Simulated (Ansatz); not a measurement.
A run of Ansatz 0.2.0 is set up as follows.

File input.yaml:

```yaml
crystal:
  lattice:
    - [2.7608, 0.0, 0.0]
    - [-1.3804, 2.3909229348, 0.0]
    - [0.0, 0.0, 4.4582]
  atoms:
    - { symbol: Re, position: [0.6666666667, 0.3333333333, 0.75] }
    - { symbol: Re, position: [0.3333333333, 0.6666666667, 0.25] }
kpoints:
  mp_grid: { grid: [8, 8, 5] }
scf:
  occupations: { method: fermi_dirac, width: 0.05 }
hamiltonian:
  xc: lda
  pseudopotentials: { kind: all_electron, lapw: { basis_error: 0.001 } }
output:
  forces: true
  stress: true
elastic:
  mode: relaxed_ion
  stencil: two_point
```

Potentials or basis: all-electron LAPW, scalar-relativistic.

Launch:

```bash
$ ansatz run input.yaml --threads 1 --pin off --max-ram 3072MiB --backend cpu --events-out ev --progress --plain --runs-dir out
```

Problem. Predict the Voigt bulk modulus.

Solution. 360 GPa.

Problem. Estimate the band gap on the k mesh.

Solution. None (metal or under the smearing width).

Problem. Predict the pressure.

Solution. -10.0 GPa.

Elastic tensor in Voigt notation (GPa, in the Cartesian axes of the cell as first typed):
```
678 225 166   0   0   0
225 678 166   0   0   0
166 166 773   0   0   0
  0   0   0 181   0   0
  0   0   0   0 181   0
  0   0   0   0   0 226
```

Caveat: a metal's response needs a denser mesh; the cell is more than 3 GPa from zero pressure, which shifts response properties; elastic constants of metals need much finer meshes, so these are rough. Spin-orbit coupling is left out, which matters for the levels of Re.
